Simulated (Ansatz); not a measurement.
# CuI: the cost of one run

Method: reference: DFT, HSE06, plane waves, PAW, in Ansatz 0.2.0.

### 1 The starting structure

Symmetry: Fm-3m, No. 225, cubic system. The conventional cell has a = 5.712 Å, b = 5.712 Å, c = 5.712 Å, α = 90.00°, β = 90.00°, γ = 90.00°. Around Cu (site symmetry m-3m) lie 6 I at 2.86 Å. I (site symmetry m-3m) has 6 Cu at 2.86 Å as nearest neighbours.

Coordinates:

```xyz
2
Lattice="0.0000 2.8561 2.8561 2.8561 0.0000 2.8561 2.8561 2.8561 0.0000" Properties=species:S:1:pos:R:3 pbc="T T T"
Cu    0.0000    0.0000    0.0000
I     2.8561    2.8561    2.8561
```

### 2 Baseline

File input.yaml:

```yaml
crystal:
  lattice:
    - [0.0, 2.8561104037, 2.8561104037]
    - [2.8561104037, 0.0, 2.8561104037]
    - [2.8561104037, 2.8561104037, 0.0]
  atoms:
    - { symbol: Cu, position: [0.0, 0.0, 0.0] }
    - { symbol: I, position: [0.5, 0.5, 0.5] }
kpoints:
  mp_grid: { grid: [4, 4, 4] }
hamiltonian:
  xc: hse06
scf:
  occupations: { method: fermi_dirac, width: 0.02 }
  n_extra_bands: 4
output:
  forces: true
  stress: true
  eigenvalues: true
```

Launch:

```bash
$ ansatz run input.yaml --threads 4 --pin off --max-ram 3686MiB --backend cpu --events-out ev --progress --plain --runs-dir out
```

Q: Estimate wall time and peak memory on 4 threads of Arm Neoverse N1, shared host.

About 11 s, with a peak of 0.74 GiB.
